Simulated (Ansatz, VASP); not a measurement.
Sn3O in VASP and in Ansatz

```xyz
4
Lattice="-2.8547 2.8547 2.8547 2.8547 -2.8547 2.8547 2.8547 2.8547 -2.8547" Properties=species:S:1:pos:R:3 pbc="T T T"
Sn    2.8547    0.0000    0.0000
Sn    0.0000    2.8547    0.0000
Sn    0.0000    0.0000    2.8547
O     0.0000    0.0000    0.0000
```

Alike in both runs: functional PBE; k mesh 12 × 12 × 12; occupations gaussian, width 0.1 eV; no spin polarisation.

Ansatz relaxed the structure, and its values are those at the end. VASP's run is a single point on that final structure, the one shown.

|  | VASP | Ansatz |
| --- | --- | --- |
| version | VASP 6.6.1 | Ansatz 0.2.0 |
| potentials or method | VASP PAW PBE potentials, release 64 (Sn_d, O) | scalar-relativistic, plane waves, PAW |
| plane-wave cutoff (eV) | 520 | 420 |
| valence electrons in the cell | 48 | 48 |

|  | VASP | Ansatz | Ansatz less VASP |
| --- | --- | --- | --- |
| gap on the k mesh at the Fermi level (eV) | none | none | - |
| pressure (GPa) | -0.1 | 0.0 | +0.10 |

A gap of «none» marks a metal or a gap that the smearing closes.
